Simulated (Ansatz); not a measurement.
Ti: single point with PBE

The system is Ti.

```xyz
2
Lattice="2.9500 0.0000 0.0000 -1.4750 2.5548 0.0000 0.0000 0.0000 4.6800" Properties=species:S:1:pos:R:3 pbc="T T T"
Ti    1.4750    0.8516    3.5100
Ti    0.0000    1.7032    1.1700
```

```yaml
Program: Ansatz 0.2.0
Task: single point
Functional: PBE
Potentials_or_basis: all-electron LAPW, scalar-relativistic
Cutoff: 220 eV (chosen from the basis error)
Basis_error_allowed: 0.001 eV/atom
k_mesh: 10 × 10 × 6
Occupations: gaussian, width 0.024 eV
Spin: no spin polarisation
```

```
Pressure               : -1.4 GPa
Band gap on the k mesh : none (metal or under the smearing width)
```

Stress tensor (GPa, compression positive):
```
-1.36  0.00  0.00
 0.00 -1.36  0.00
 0.00  0.00 -1.60
```

Levels at points of the mesh, in eV from the Fermi level:
```
             k point  band 9  band 10  band 11  band 12  band 13  band 14  band 15  band 16
  (0.00, 0.00, 0.00)   -6.13    -2.63     0.73     0.79     0.79     0.89     1.27     1.27
 (0.00, 0.00, -0.50)   -4.30    -4.30     0.10     0.10     0.70     0.70     0.70     0.70
 (0.00, -0.50, 0.00)   -2.30    -2.10    -1.79    -0.62     0.51     0.63     1.17     3.31
(0.00, -0.50, -0.50)   -2.48    -2.48    -0.78    -0.78     1.30     1.30     1.73     1.73
```

It took 4.6 s on 1 thread of Intel(R) Xeon(R) Platinum 8488C (Sapphire Rapids), on a shared host, peak memory 0.32 GiB.
